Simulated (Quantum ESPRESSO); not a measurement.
# Sn (I4/mmm) in Quantum ESPRESSO: further runs, part 2 of 5

Quantum ESPRESSO 7.5. The steps go on from the part before.

**3. Phonons, PBE**

pw.in reads:

```
&CONTROL
  calculation = 'scf'
  prefix = 'pwscf'
  outdir = './tmp'
  pseudo_dir = './pseudo'
  tprnfor = .true.
  tstress = .true.
  disk_io = 'low'
/
&SYSTEM
  ibrav = 0
  celldm(1) = 8
  nat = 1
  ntyp = 1
  ecutwfc = 52
  ecutrho = 312
  nbnd = 13
  occupations = 'smearing'
  smearing = 'mv'
  degauss = 0.01999163
/
&ELECTRONS
  conv_thr = 2d-10
  electron_maxstep = 120
  mixing_beta = 0.5
/
ATOMIC_SPECIES
Sn   118.7100 Sn.GGA_PBE-JTH.UPF
CELL_PARAMETERS alat
 -0.4793265302226   0.4793265302226   0.3922976923850
  0.4793265302226  -0.4793265302226   0.3922976923850
  0.4793265302226   0.4793265302226  -0.3922976923850
ATOMIC_POSITIONS crystal
Sn     0.0000000000    0.0000000000    0.0000000000
K_POINTS automatic
10 10 10 0 0 0
```

relax.in reads:

```
&CONTROL
  calculation = 'vc-relax'
  prefix = 'pwscf'
  outdir = './tmp'
  pseudo_dir = './pseudo'
  tprnfor = .true.
  tstress = .true.
  disk_io = 'low'
  nstep = 40
  forc_conv_thr = 0.0001
  etot_conv_thr = 1d-06
/
&SYSTEM
  ibrav = 0
  celldm(1) = 8
  nat = 1
  ntyp = 1
  ecutwfc = 52
  ecutrho = 312
  nbnd = 13
  occupations = 'smearing'
  smearing = 'mv'
  degauss = 0.01999163
/
&ELECTRONS
  conv_thr = 2d-10
  electron_maxstep = 120
  mixing_beta = 0.5
/
&IONS
  ion_dynamics = 'bfgs'
/
&CELL
  cell_dynamics = 'bfgs'
  press = 0
  press_conv_thr = 0.2
/
ATOMIC_SPECIES
Sn   118.7100 Sn.GGA_PBE-JTH.UPF
CELL_PARAMETERS alat
 -0.4793265302226   0.4793265302226   0.3922976923850
  0.4793265302226  -0.4793265302226   0.3922976923850
  0.4793265302226   0.4793265302226  -0.3922976923850
ATOMIC_POSITIONS crystal
Sn     0.0000000000    0.0000000000    0.0000000000
K_POINTS automatic
10 10 10 0 0 0
```

scf2.in reads:

```
&CONTROL
  calculation = 'scf'
  prefix = 'pwscf'
  outdir = './tmp'
  pseudo_dir = './pseudo'
  tprnfor = .true.
  tstress = .true.
  disk_io = 'low'
/
&SYSTEM
  ibrav = 0
  celldm(1) = 8
  nat = 1
  ntyp = 1
  ecutwfc = 52
  ecutrho = 312
  nbnd = 13
  occupations = 'smearing'
  smearing = 'mv'
  degauss = 0.01999163
/
&ELECTRONS
  conv_thr = 1d-13
  electron_maxstep = 120
  mixing_beta = 0.5
  startingpot = 'file'
  startingwfc = 'file'
/
ATOMIC_SPECIES
Sn   118.7100 Sn.GGA_PBE-JTH.UPF
CELL_PARAMETERS alat
 -0.4777122720263   0.4777122720263   0.3977159458612
  0.4777122720263  -0.4777122720263   0.3977159458612
  0.4777122720263   0.4777122720263  -0.3977159458612
ATOMIC_POSITIONS crystal
Sn     0.0000000000    0.0000000000    0.0000000000
K_POINTS automatic
10 10 10 0 0 0
```

ph.in reads:

```
phonons of Sn
&INPUTPH
  prefix = 'pwscf'
  outdir = './tmp'
  tr2_ph = 1d-18
  fildyn = 'dyn'
  niter_ph = 90
  alpha_mix(1) = 0.4
/
0.5233275648 -0.0000000000 0.6285893302
```

Potentials or basis: JTH 2.0 PBE.

On the command line:

```console
OMP_NUM_THREADS=1 pw.x -in pw.in > pw.out
OMP_NUM_THREADS=1 pw.x -in relax.in > relax.out
OMP_NUM_THREADS=1 pw.x -in scf2.in > scf2.out
OMP_NUM_THREADS=1 ph.x -in ph.in > ph.out
```

pw.out:

```text
This program is part of the open-source Quantum ESPRESSO suite
     for quantum simulation of materials; please cite
         "P. Giannozzi et al., J. Phys.:Condens. Matter 21 395502 (2009);
         "P. Giannozzi et al., J. Phys.:Condens. Matter 29 465901 (2017);
         "P. Giannozzi et al., J. Chem. Phys. 152 154105 (2020);
     in publications or presentations arising from this work. More details at

     file Sn.GGA_PBE-JTH.UPF: wavefunction(s)  0S 5P 0P 4D 0D renormalized
     Message from routine setup:
     using ibrav=0 with symmetry is DISCOURAGED, use correct ibrav instead

     G-vector sticks info
     --------------------
     sticks:   dense  smooth     PW     G-vecs:    dense   smooth      PW
     Sum         847     559    203                17253     9367    2073

     Using Slab Decomposition

     bravais-lattice index     =            0
     lattice parameter (alat)  =       8.0000  a.u.
     unit-cell volume          =     184.5902 (a.u.)^3
     number of atoms/cell      =            1
     number of atomic types    =            1
     number of electrons       =        14.00
     number of Kohn-Sham states=           13
     kinetic-energy cutoff     =      52.0000  Ry
     charge density cutoff     =     312.0000  Ry
     scf convergence threshold =      2.0E-10
     mixing beta               =       0.5000
     number of iterations used =            8  plain     mixing
     Exchange-correlation= SLA PW PBX PBC
                           (   1   4   3   4   0   0   0)

     celldm(1)=   8.000000  celldm(2)=   0.000000  celldm(3)=   0.000000
     celldm(4)=   0.000000  celldm(5)=   0.000000  celldm(6)=   0.000000

     crystal axes: (cart. coord. in units of alat)
               a(1) = (  -0.479327   0.479327   0.392298 )
               a(2) = (   0.479327  -0.479327   0.392298 )
               a(3) = (   0.479327   0.479327  -0.392298 )

     reciprocal axes: (cart. coord. in units 2 pi/alat)
               b(1) = ( -0.000000  1.043130  1.274542 )
               b(2) = (  1.043130 -0.000000  1.274542 )
               b(3) = (  1.043130  1.043130  0.000000 )

     PseudoPot. # 1 for Sn read from file:
     Sn.GGA_PBE-JTH.UPF
     Pseudo is Projector augmented-wave + core cor, Zval = 14.0
     Generated using ATOMPAW code
     Shape of augmentation charge: BESSEL
     Using radial grid of 1090 points,  6 beta functions with:
                l(1) =   0
                l(2) =   0
                l(3) =   1
                l(4) =   1
                l(5) =   2
                l(6) =   2
     Q(r) pseudized with 0 coefficients

     atomic species   valence    mass     pseudopotential
     Sn               14.00   118.71000     Sn( 1.00)

     16 Sym. Ops., with inversion, found

   Cartesian axes

     site n.     atom                  positions (alat units)
         1        Sn     tau(   1) = (   0.0000000   0.0000000   0.0000000  )

     number of k points=   102  Marzari-Vanderbilt smearing, width (Ry)=  0.0200

     Number of k-points >= 100: set verbosity='high' to print them.

     Dense  grid:    17253 G-vectors     FFT dimensions: (  36,  36,  36)

     Smooth grid:     9367 G-vectors     FFT dimensions: (  30,  30,  30)

     Check: negative core charge=   -0.000001

     Initial potential from superposition of free atoms

     starting charge      13.9986, renormalised to      14.0000
     Starting wfcs are   18 randomized atomic wfcs

     Self-consistent Calculation

     iteration #  1     ecut=    52.00 Ry     beta= 0.50
     Davidson diagonalization with overlap
     ethr =  1.00E-02,  avg # of iterations =  4.9

     Threshold (ethr) on eigenvalues was too large:
     Diagonalizing with lowered threshold

     Davidson diagonalization with overlap
     c_bands:  1 eigenvalues not converged
     ethr =  1.86E-05,  avg # of iterations =  6.4

     total energy              =    -442.05113775 Ry
     estimated scf accuracy    <       0.00262405 Ry

     iteration #  2     ecut=    52.00 Ry     beta= 0.50
     Davidson diagonalization with overlap
     ethr =  1.87E-05,  avg # of iterations =  1.0

     total energy              =    -442.05132907 Ry
     estimated scf accuracy    <       0.00035690 Ry

     iteration #  3     ecut=    52.00 Ry     beta= 0.50
     Davidson diagonalization with overlap
     ethr =  2.55E-06,  avg # of iterations =  2.4

     total energy              =    -442.05137495 Ry
     estimated scf accuracy    <       0.00001510 Ry

     iteration #  4     ecut=    52.00 Ry     beta= 0.50
     Davidson diagonalization with overlap
     ethr =  1.08E-07,  avg # of iterations =  2.9

     total energy              =    -442.05137911 Ry
     estimated scf accuracy    <       0.00000118 Ry

     iteration #  5     ecut=    52.00 Ry     beta= 0.50
     Davidson diagonalization with overlap
     ethr =  8.40E-09,  avg # of iterations =  2.5

     total energy              =    -442.05137939 Ry
     estimated scf accuracy    <       0.00000004 Ry

     iteration #  6     ecut=    52.00 Ry     beta= 0.50
     Davidson diagonalization with overlap
     ethr =  2.60E-10,  avg # of iterations =  3.1

     total energy              =    -442.05137943 Ry
     estimated scf accuracy    <          5.2E-10 Ry

     iteration #  7     ecut=    52.00 Ry     beta= 0.50
     Davidson diagonalization with overlap
     ethr =  3.70E-12,  avg # of iterations =  3.8

     total energy              =    -442.05137944 Ry
     estimated scf accuracy    <          6.1E-10 Ry

     iteration #  8     ecut=    52.00 Ry     beta= 0.50
     Davidson diagonalization with overlap
     ethr =  3.70E-12,  avg # of iterations =  1.0

     End of self-consistent calculation

     Number of k-points >= 100: set verbosity='high' to print the bands.

     the Fermi energy is    10.2088 ev

!    total energy              =    -442.05137944 Ry
     total all-electron energy =      -442.051379 Ry
     estimated scf accuracy    <          2.9E-12 Ry
     smearing contrib. (-TS)   =       0.00019388 Ry
     internal energy E=F+TS    =    -442.05157332 Ry

     The total energy is F=E-TS. E is the sum of the following terms:
     one-electron contribution =     -49.39270729 Ry
     hartree contribution      =      48.04207212 Ry
     xc contribution           =     -28.40316377 Ry
     ewald contribution        =     -99.26418021 Ry
     one-center paw contrib.   =    -313.03359417 Ry

     convergence has been achieved in   8 iterations

     Forces acting on atoms (cartesian axes, Ry/au):

     atom    1 type  1   force =     0.00000000    0.00000000    0.00000000

     Total force =     0.000000     Total SCF correction =     0.000000

     Computing stress (Cartesian axis) and pressure

          total   stress  (Ry/bohr**3)                   (kbar)     P=        4.68
  -0.00000255  -0.00000000  -0.00000000           -0.38       -0.00       -0.00
   0.00000000  -0.00000255  -0.00000000            0.00       -0.38       -0.00
   0.00000000  -0.00000000   0.00010054            0.00       -0.00       14.79

=------------------------------------------------------------------------------=
   JOB DONE.
=------------------------------------------------------------------------------=
```

Wall time 15 min (1 thread of Arm Neoverse V1, shared host); peak memory 0.11 GiB.

Results:

```yaml
Free_energy: -6014.4177 eV
Relaxed_volume: 27.54 Å³/atom
Relaxed_cell: a = 3.319 Å, b = 3.319 Å, c = 3.319 Å, α = 104.91°, β = 104.91°, γ = 119.03°
Space_group_after_relaxing_to_0.05_Å: I4/mmm (No. 139)
Pressure_after_relaxing: 0.0 GPa
Band_gap_on_the_k_mesh: none (metal or under the smearing width)
Highest_phonon_frequency_at_the_q_point_run: 95 cm⁻¹
```

The path:
```csv
step,energy change (eV),largest force (eV/Å),pressure (GPa),volume (Å³)
1,0.0000,0.0000,0.47,27.35
2,-0.0006,0.0000,0.33,27.42
3,-0.0012,0.0000,0.14,27.51
4,-0.0016,0.0000,-0.10,27.62
5,-0.0016,0.0000,-0.12,27.62
6,-0.0017,0.0000,-0.10,27.60
7,-0.0017,0.0000,-0.04,27.56
8,-0.0017,0.0000,-0.01,27.54
```

Final structure:
```xyz
1
Lattice="-2.0224 2.0224 1.6837 2.0224 -2.0224 1.6837 2.0224 2.0224 -1.6837" Properties=species:S:1:pos:R:3 pbc="T T T"
Sn    0.0000    0.0000    0.0000
```

Phonon frequencies in cm⁻¹ (negative: imaginary):
```csv
q point,frequencies
"(0.000, 0.500, 0.000)",26 49 95
```

Phonon modes at q = (0.000, 0.500, 0.000) in reciprocal lattice units:
| mode | symmetry | cm⁻¹ |
| --- | --- | --- |
| 1 | B_u | 26 |
| 2 | A_u | 49 |
| 3 | B_u | 95 |

(Part 2 of 5 ends here.)
